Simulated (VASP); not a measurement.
# Be18H4C in VASP: notebook, part 3 of 4

VASP 6.6.1. Earlier steps stand in the parts before.

## Step 4: Relaxation of the atoms, PBEsol

Contents of INCAR:

```
SYSTEM = Be18H4C
PREC = Accurate
ENCUT = 520
EDIFF = 1E-6
ISMEAR = -1
SIGMA = 0.15
LREAL = Auto
LASPH = .True.
NELM = 100
ALGO = Fast
ISIF = 2
LWAVE = .False.
LCHARG = .False.
GGA = PS
IBRION = 2
NSW = 80
EDIFFG = -0.03
```

Contents of KPOINTS:

```
regular mesh
0
Gamma
  5 4 1
  0 0 0
```

Contents of POSCAR:

```
Be18H4C
1.0
    4.5800000000      0.0000000000      0.0000000000
    3.4350000000      5.9495950000      0.0000000000
    0.0000000000      0.0000000000     16.5884300000
Be C H
18 1 4
Selective dynamics
Direct
    0.0000000000      0.0000000000      0.0602830000  F F F
    0.5000000000      0.0000000000      0.0602830000  F F F
    0.0000000000      0.3333333000      0.0602830000  F F F
    0.5000000000      0.3333333000      0.0602830000  F F F
    0.0000000000      0.6666667000      0.0602830000  F F F
    0.5000000000      0.6666667000      0.0602830000  F F F
   -0.1666667000      0.2222222000      0.1684436000  T T T
    0.3333333000      0.2222222000      0.1684436000  T T T
   -0.1666667000      0.5555556000      0.1684436000  T T T
    0.3333333000      0.5555556000      0.1684436000  T T T
   -0.1666667000      0.8888889000      0.1684436000  T T T
    0.3333333000      0.8888889000      0.1684436000  T T T
    0.0000000000      0.0000000000      0.2766042000  T T T
    0.5000000000      0.0000000000      0.2766042000  T T T
    0.0000000000      0.3333333000      0.2766042000  T T T
    0.5000000000      0.3333333000      0.2766042000  T T T
    0.0000000000      0.6666667000      0.2766042000  T T T
    0.5000000000      0.6666667000      0.2766042000  T T T
    0.5122591000      0.6617373000      0.4261060000  T T T
    0.2593265000      0.7120893000      0.4044042000  T T T
    0.6907770000      0.4931938000      0.4044042000  T T T
    0.5891294000      0.7794400000      0.4044042000  T T T
    0.5122591000      0.6617373000      0.4918145000  T T T
```

Potentials or basis: VASP PAW PBE potentials, release 64 (Be, C, H).

Command:

```bash
$ cat potpaw_PBE.64/Be/POTCAR potpaw_PBE.64/C/POTCAR potpaw_PBE.64/H/POTCAR > POTCAR
$ mpirun -np 1 vasp_std > vasp.out
```

OUTCAR:

```text
SYSTEM = Be18H4C
   PREC = Accurate
   ENCUT = 520
   EDIFF = 1E-6
   ISMEAR = -1
   LREAL = Auto
   LASPH = .True.
   NELM = 100
   ISIF = 2
   GGA = PS
   IBRION = 2
   NSW = 80
   EDIFFG = -0.03

 ion  position               nearest neighbor table
   1  0.000  0.000  0.060-  12 2.23   7 2.23  11 2.23   5 2.29   3 2.29   2 2.29   2 2.29   6 2.29
                             4 2.29
   2  0.500  0.000  0.060-  11 2.23   8 2.23  12 2.23   6 2.29   4 2.29   1 2.29   1 2.29   5 2.29
                             3 2.29
   3  0.000  0.333  0.060-   8 2.23   7 2.23   9 2.23   1 2.29   4 2.29   4 2.29   2 2.29   6 2.29
                             5 2.29
   4  0.500  0.333  0.060-   7 2.23   8 2.23  10 2.23   2 2.29   3 2.29   3 2.29   1 2.29   5 2.29
                             6 2.29
   5  0.000  0.667  0.060-  10 2.23  11 2.23   9 2.23   1 2.29   6 2.29   6 2.29   2 2.29   4 2.29
                             3 2.29
   6  0.500  0.667  0.060-   9 2.23  12 2.23  10 2.23   2 2.29   5 2.29   5 2.29   1 2.29   3 2.29
                             4 2.29
   7  0.833  0.222  0.168-  16 2.23   4 2.23  13 2.23   1 2.23  15 2.23   3 2.23  11 2.29   8 2.29
                             8 2.29  12 2.29  10 2.29   9 2.29
   8  0.333  0.222  0.168-  15 2.23   3 2.23  14 2.23   2 2.23  16 2.23   4 2.23  12 2.29   7 2.29
                             7 2.29  11 2.29   9 2.29  10 2.29
   9  0.833  0.556  0.168-  18 2.23   6 2.23  17 2.23   5 2.23  15 2.23   3 2.23  11 2.29  10 2.29
[... 4 lines left out ...]
                            12 2.29  12 2.29   8 2.29  10 2.29
  12  0.333  0.889  0.168-  13 2.23   1 2.23  18 2.23   6 2.23  14 2.23   2 2.23  10 2.29   8 2.29
                            11 2.29  11 2.29   7 2.29   9 2.29
  13  0.000  0.000  0.277-  12 2.23   7 2.23  11 2.23  15 2.29  17 2.29  14 2.29  14 2.29  18 2.29
                            16 2.29
  14  0.500  0.000  0.277-  11 2.23   8 2.23  12 2.23  16 2.29  18 2.29  13 2.29  13 2.29  17 2.29
                            15 2.29
  15  0.000  0.333  0.277-   8 2.23   7 2.23   9 2.23  13 2.29  16 2.29  16 2.29  14 2.29  18 2.29
                            17 2.29
  16  0.500  0.333  0.277-   7 2.23   8 2.23  10 2.23  14 2.29  15 2.29  15 2.29  13 2.29  17 2.29
                            18 2.29
  17  0.000  0.667  0.277-  10 2.23  11 2.23   9 2.23  13 2.29  18 2.29  18 2.29  14 2.29  16 2.29
                            15 2.29
  18  0.500  0.667  0.277-   9 2.23  12 2.23  10 2.23  14 2.29  17 2.29  17 2.29  13 2.29  15 2.29
                            16 2.29
  19  0.512  0.662  0.426-  23 1.09  20 1.09  22 1.09  21 1.09
  20  0.259  0.712  0.404-  19 1.09
  21  0.691  0.493  0.404-  19 1.09
  22  0.589  0.779  0.404-  19 1.09
  23  0.512  0.662  0.492-  19 1.09

  LATTYP: Found a simple monoclinic cell.
 ALAT       =     4.5800000000
 B/A-ratio  =     3.6219279476
 C/A-ratio  =     1.3228757576
 COS(beta)  =    -0.1889822219

  Lattice vectors:

 A1 = (   4.5800000000,   0.0000000000,   0.0000000000)
 A2 = (   0.0000000000,   0.0000000000, -16.5884300000)
 A3 = (  -1.1450000000,   5.9495950000,   0.0000000000)

Analysis of symmetry for initial positions (statically):
=====================================================================
 Subroutine PRICEL returns:
 Original cell was already a primitive cell.

 Routine SETGRP: Setting up the symmetry group for a
 simple monoclinic supercell.

 Subroutine GETGRP returns: Found  1 space group operations
 (whereof  1 operations were pure point group operations)
 out of a pool of  4 trial point group operations.

The static configuration has the point symmetry C_1 .

Analysis of symmetry for dynamics (positions and initial velocities):
=====================================================================
 Subroutine PRICEL returns:
 Original cell was already a primitive cell.

[... 135 lines left out ...]
   dimension x,y,z NGXF=    72 NGYF=  108 NGZF=  252
   ions per type =              18   1   4
   NGX,Y,Z   is equivalent  to a cutoff of  13.07, 13.07, 12.63 a.u.
   NGXF,Y,Z  is equivalent  to a cutoff of  26.13, 26.13, 25.25 a.u.
 SYSTEM =  Be18H4C
   PREC   = accura    normal or accurate (medium, high low for compatibility)
   ISTART =      0    job   : 0-new  1-cont  2-samecut
   ICHARG =      2    charge: 1-file 2-atom 10-const
   ISPIN  =      1    spin polarized calculation?
   LNONCOLLINEAR =      F non collinear calculations
   LSORBIT =      F    spin-orbit coupling
   LASPH  =      T    aspherical Exc in radial PAW
   ENCUT  =  520.0 eV  38.22 Ry    6.18 a.u.   8.52 12.77 30.84*2*pi/ulx,y,z
   NELM   =    100;   NELMIN=  2; NELMDL= -5     # of ELM steps
   EDIFF  = 0.1E-05   stopping-criterion for ELM
   LREAL  =      T    real-space projection
   EDIFFG = -.3E-01   stopping-criterion for IOM
   NSW    =     80    number of steps for IOM
   IBRION =      2    ionic relax: 0-MD 1-quasi-New 2-CG
   NFREE  =      1    steps in history (QN), initial steepest desc. (CG)
   ISIF   =      2    stress and relaxation
   ISYM   =      2    0-nonsym 1-usesym 2-fastsym
   POTIM  = 0.5000    time-step for ionic-motion
   TEBEG  =    0.0;   TEEND  =   0.0 temperature during run
   PSTRESS=    0.0 pullay stress
   NELECT =      44.0000    total number of electrons
   NUPDOWN=      -1.0000    fix difference up-down
   EMIN   =  10.00;   EMAX   =-10.00  energy-range for DOS
   EFERMI =   0.00;   METHOD = LEGACY
   ISMEAR =    -1;   SIGMA  =   0.15  broadening in eV -4-tet -1-fermi 0-gaus
   EFERMI_NEDOS =   21; number of points for ismear=-14 and -15
   IALGO  =     68    algorithm
   IMIX   =      4    mixing-type and parameters
     AMIX     =   0.40;   BMIX     =  1.00
     AMIX_MAG =   1.60;   BMIX_MAG =  1.00
  volume/ion in A,a.u.               =      19.65       132.63
  Fermi-wavevector in a.u.,A,eV,Ry     =   0.753077  1.423110  7.716214  0.567126
  Thomas-Fermi vector in A             =   1.850435
   LORBIT       =      0    0 simple, 1 ext, 2 COOP (PROOUT), +10 PAW based schemes
   GGA     = PS    functional components
   LHFCALC =     F    Hartree Fock is set to
   AEXX    =    0.0000 exact exchange contribution
   IVDW    =     0    specifies the selected vdW correction
   LEPSILON=     F    determine dielectric tensor
   LRPA    =     F    only Hartree local field effects (RPA)
 conjugate gradient relaxation of ions
 non-spin polarized calculation
 RMM-DIIS sequential band-by-band and
  energy-cutoff  :      520.00
  volume of cell :      452.02
 maximum number of plane-waves:     12198
 NGX is ok and might be reduce to    36
   NGX = 17   NGY = 25   NGZ = 61

--------------------------------------- Ionic step        1  -------------------------------------------

 number of electron      43.9999999 magnetization

 Free energy of the ion-electron system (eV)
  ---------------------------------------------------
  ext. energy  EPLUGINS =         0.00000000
  ---------------------------------------------------
  free energy    TOTEN  =       -88.86621081 eV

  energy without entropy =      -88.48856262  energy(sigma->0) =      -88.67738672

------------------------ aborting loop because EDIFF is reached ----------------------------------------

  FORCE on cell =-STRESS in cart. coord.  units (eV):
  Direction    XX          YY          ZZ          XY          YZ          ZX
  --------------------------------------------------------------------------------------
  -------------------------------------------------------------------------------------
  Total      -12.1885238    -11.4260399      6.4344867      0.0907367     -0.0128811      0.0105838
  in kB      -43.2019675    -40.4993594     22.8069033      0.3216145     -0.0456569      0.0375139
  external PRESSURE =     -20.2981412 kB  Pullay stress =       0.0000000 kB
[... 152 lines left out ...]
  FREE ENERGIE OF THE ION-ELECTRON SYSTEM (eV)
  ---------------------------------------------------
  free  energy   TOTEN  =       -88.8980274781 eV

  energy  without entropy=      -88.5203018341  energy(sigma->0) =      -88.70916466

[... ionic steps 4 to 49 ...]

--------------------------------------- Ionic step       50  -------------------------------------------

 number of electron      44.0000001 magnetization

------------------------ aborting loop because EDIFF is reached ----------------------------------------
[... 109 lines left out ...]
--------------------------------------- Ionic step       52  -------------------------------------------

 number of electron      44.0000001 magnetization

 Free energy of the ion-electron system (eV)
  ---------------------------------------------------
  ext. energy  EPLUGINS =         0.00000000
  ---------------------------------------------------
  free energy    TOTEN  =       -89.43473081 eV

  energy without entropy =      -89.05758662  energy(sigma->0) =      -89.24615871

 E-fermi :  -1.1757     XC(G=0):  -5.3737

 val. band max:       -1.2147392645   @ k =   0.0000   0.0000   0.0000
 cond. band min:      -1.1581244108   @ k =   0.4000  -0.0000   0.0000
 fundamental gap:      0.0566148537
 Fermi energy:        -1.1756573659

 k-point     1 :       0.0000    0.0000    0.0000
  band No.  band energies     occupation
      1     -12.9721      2.00000
      2     -10.7265      2.00000
      3      -8.5202      2.00000
      4      -7.5802      2.00000
      5      -7.5793      2.00000
      6      -5.5494      2.00000
[... 446 lines left out ...]
  FREE ENERGIE OF THE ION-ELECTRON SYSTEM (eV)
  ---------------------------------------------------
  free  energy   TOTEN  =       -89.4347308068 eV

  energy  without entropy=      -89.0575866220  energy(sigma->0) =      -89.24615871

 reached required accuracy - stopping structural energy minimisation
```

Run time: 82 min. Hardware: 1 thread of AMD EPYC 9R14 (Zen 4), shared host; peak memory 0.63 GiB.

What came out:

- Free energy: -89.4347 eV
- Energy gained by relaxing: 24.7 meV/atom
- Ionic steps: 52
- Band gap on the k mesh: none (metal or under the smearing width)

Step by step:
```tsv
step	energy change (eV)	largest force (eV/Å)	pressure (GPa)
1	0.0000	0.8453	-2.03
3	-0.0318	0.9263	-2.23
5	-0.0720	0.5668	-2.41
7	-0.1381	0.4956	-2.01
9	-0.1905	1.3974	-1.99
11	-0.2261	1.0102	-2.02
13	-0.2648	1.1182	-2.13
15	-0.2816	0.4212	-2.11
17	-0.3169	1.0473	-2.16
19	-0.3380	0.8339	-2.18
21	-0.3891	0.5574	-2.23
23	-0.4029	0.5940	-2.25
25	-0.4361	0.3136	-2.29
27	-0.4635	0.9588	-2.39
29	-0.5036	0.2651	-2.58
31	-0.5113	0.2755	-2.65
33	-0.5304	0.5411	-2.77
35	-0.5396	1.1519	-3.04
37	-0.5548	0.2030	-2.98
39	-0.5577	0.1476	-3.02
41	-0.5613	0.3931	-3.06
43	-0.5668	0.0858	-3.12
45	-0.5672	0.0580	-3.13
47	-0.5678	0.0942	-3.15
49	-0.5679	0.1748	-3.17
51	-0.5684	0.0416	-3.16
52	-0.5685	0.0251	-3.15
```

Final structure:
```cif
data_structure
_symmetry_space_group_name_H-M 'P 1'
_symmetry_Int_Tables_number 1
_cell_length_a 4.5800
_cell_length_b 6.8700
_cell_length_c 16.5884
_cell_angle_alpha 90.000
_cell_angle_beta 90.000
_cell_angle_gamma 60.000
_cell_volume 452.02
loop_
_atom_site_label
_atom_site_type_symbol
_atom_site_fract_x
_atom_site_fract_y
_atom_site_fract_z
_atom_site_occupancy
Be1 Be 0.00000 0.00000 0.06028 1
Be2 Be 0.50000 0.00000 0.06028 1
Be3 Be 0.00000 0.33333 0.06028 1
Be4 Be 0.50000 0.33333 0.06028 1
Be5 Be 0.00000 0.66667 0.06028 1
Be6 Be 0.50000 0.66667 0.06028 1
Be7 Be 0.83271 0.22253 0.17026 1
Be8 Be 0.33291 0.22222 0.17021 1
Be9 Be 0.83238 0.55582 0.17029 1
Be10 Be 0.33302 0.55589 0.17026 1
Be11 Be 0.83266 0.88925 0.17016 1
Be12 Be 0.33264 0.88924 0.17046 1
Be13 Be 0.99951 0.00016 0.28042 1
Be14 Be 0.49992 0.00007 0.28031 1
Be15 Be 0.99993 0.33307 0.28022 1
Be16 Be 0.49984 0.33337 0.28037 1
Be17 Be 0.99963 0.66698 0.28006 1
Be18 Be 0.49984 0.66655 0.28054 1
C1 C 0.51498 0.66134 0.49421 1
H1 H 0.26193 0.71395 0.47056 1
H2 H 0.69186 0.49044 0.47279 1
H3 H 0.59713 0.77731 0.47220 1
H4 H 0.50912 0.66341 0.56046 1
```

Levels at points of the mesh, in eV from the Fermi level:
```
           k point  band 20  band 21  band 22  band 23  band 24  band 25
(0.00, 0.00, 0.00)    -0.87    -0.87    -0.04    -0.04     2.10     2.10
(0.00, 0.50, 0.00)    -1.74    -0.82    -0.79    -0.04    -0.04     2.85
```

Caveat: the PAW data sets were made with another functional, which shifts forces and pressure a little.

(Continued in part 4 of 4.)
